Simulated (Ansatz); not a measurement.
ZrB2:

```
Zr B
1.0
     3.17000    0.00000    0.00000
    -1.58500    2.74530    0.00000
     0.00000    0.00000    3.53300
Zr B
1 2
Direct
  0.00000 0.00000 0.00000
  0.66667 0.33333 0.50000
  0.33333 0.66667 0.50000
```

Base run:

```yaml
Program: Ansatz 0.2.0
Functional: BPBE
Potentials_or_basis: Ansatz PAW
Cutoff: "420 eV (not typed: the program's choice for these potentials)"
k_mesh: 10 × 10 × 8
Occupations: fermi-dirac, width 0.05 eV
Spin: no spin polarisation
```

Its results: band gap on the k mesh none (metal or under the smearing width); pressure 1.2 GPa.

Problem. The run is repeated on the same cell with these changes: functional from BPBE to PBE; spin from no spin polarisation to spin-orbit coupling, no magnetisation; potential files from those of the base run to others of the same set. What comes out?

Solution. Band gap on the k mesh none (metal or under the smearing width); pressure 0.8 GPa.

Several settings changed at once, so the effect can't be laid on one alone.

Caveats: the PAW data sets come from PBE, with cores solved anew for the run's functional, which leaves a small shift of forces and pressure (some runs).
